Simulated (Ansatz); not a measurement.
Al2Ru:

```
Ru Al
1.0
    -1.56042    1.56042    4.22181
     1.56042   -1.56042    4.22181
     1.56042    1.56042   -4.22181
Ru Al
1 2
Direct
  0.00000 0.00000 0.00000
  0.34080 0.34080 0.00000
  0.65920 0.65920 0.00000
```

The cell comes from a database or a generator and needn't be the stable form of this composition.

Base run:

| Property | Result |
| --- | --- |
| Program | Ansatz 0.2.0 |
| Functional | LDA |
| Potentials or basis | all-electron LAPW, scalar-relativistic |
| Cutoff | 223 eV (chosen from the basis error) |
| Basis error allowed | 0.002 eV/atom |
| k mesh | 12 × 12 × 12 |
| Occupations | fermi-dirac, width 0.05 eV |
| Spin | no spin polarisation |

Its results: pressure -4.6 GPa; largest force 0.133 eV/Å.

The run is repeated on the same cell with these changes: functional from LDA to PBEsol. What comes out?

Pressure -0.5 GPa; largest force 0.046 eV/Å.

PBEsol binds less tightly than LDA, so the same cell stands under more pressure.
